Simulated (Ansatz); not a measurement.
# AlIn3As4: the band gap up the ladder of functionals

An exercise on one series of results from a longer session: the logs are not shown, and one member is left open.

Code: Ansatz 0.2.0. PAW datasets, plane waves. All values are calculated for a non-magnetic cell, which may be hypothetical.

**The cell**

The cell was relaxed beforehand with r2SCAN.

Space group P-43m (No. 215), cubic; a = 5.995 Å in the conventional setting, 26.94 Å³ an atom. Al has 4 As at 2.48 Å; As has 1 Al at 2.48 Å and 3 In at 2.64 Å; In has 4 As at 2.64 Å.

Structure file:

```cif
data_structure
_symmetry_space_group_name_H-M 'P-43m'
_symmetry_Int_Tables_number 215
_cell_length_a 5.9952
_cell_length_b 5.9952
_cell_length_c 5.9952
_cell_angle_alpha 90.000
_cell_angle_beta 90.000
_cell_angle_gamma 90.000
_cell_volume 215.48
loop_
_atom_site_label
_atom_site_type_symbol
_atom_site_symmetry_multiplicity
_atom_site_Wyckoff_symbol
_atom_site_fract_x
_atom_site_fract_y
_atom_site_fract_z
_atom_site_occupancy
Al1 Al 1 a 0.00000 0.00000 0.00000 1
As1 As 4 e 0.23915 0.23915 0.23915 1
In1 In 3 c 0.50000 0.50000 0.00000 1
```

Set-up of the first run:

The input, input.yaml:

```yaml
crystal:
  lattice:
    - [5.9952084305, 0.0, 0.0]
    - [0.0, 5.9952084305, 0.0]
    - [0.0, 0.0, 5.9952084305]
  atoms:
    - { symbol: Al, position: [0.0, 0.0, 0.0] }
    - { symbol: As, position: [0.2391548281, 0.2391548281, 0.2391548281] }
    - { symbol: In, position: [0.5, 0.5, 0.0] }
    - { symbol: As, position: [0.7608451719, 0.7608451719, 0.2391548281] }
    - { symbol: In, position: [0.5, 0.0, 0.5] }
    - { symbol: As, position: [0.7608451719, 0.2391548281, 0.7608451719] }
    - { symbol: In, position: [0.0, 0.5, 0.5] }
    - { symbol: As, position: [0.2391548281, 0.7608451719, 0.7608451719] }
kpoints:
  mp_grid: { grid: [4, 4, 4] }
  band_path:
    path:
      - [[0.0, 0.0, 0.0], [1.451006596491e-50, 0.5, 1.766846777202e-34], [0.5, 0.5, 4.229724102998e-34], [0.0, 0.0, 0.0], [0.5, 0.5, 0.5], [1.451006596491e-50, 0.5, 1.766846777202e-34]]
      - [[0.5, 0.5, 0.5], [0.5, 0.5, 4.229724102998e-34]]
    npoints: 10
hamiltonian:
  xc: pbe
scf:
  occupations: { method: fermi_dirac, width: 0.02 }
  n_extra_bands: 6
output:
  forces: true
  stress: true
  eigenvalues: true
```

Launch:

```bash
> ansatz run input.yaml --threads 4 --pin off --max-ram 6451MiB --backend cpu --events-out ev --progress --plain --runs-dir out
```

Steps of the session up to this table: PBE bands along the symmetry lines; r2SCAN; HSE06 at the same geometry; PBE+SOC at the same geometry; Single point with PBE0.

One of the session's tables, all rows but one given; the rest of the session is left out.

```
  level  gap (eV)
    PBE         ?
 r2SCAN      0.69
  HSE06      0.96
PBE+SOC      0.12
   PBE0      1.51
```

Estimate the missing values for PBE.

As computed: gap (eV): 0.23. In the column «gap (eV)» it lies between PBE+SOC (0.12) and r2SCAN (0.69).

In words: The gap runs from 0.12 eV (PBE+SOC) to 1.51 eV (PBE0). Against HSE06, PBE is short by 0.73 eV, at 23 % of it, and r2SCAN 72 %. PBE0 lies 0.55 eV above HSE06, which differs from it by screening the long-range exchange.

To keep in mind: Warnings in the runs' records: stress scf threshold loose, stress exchange threshold loose.
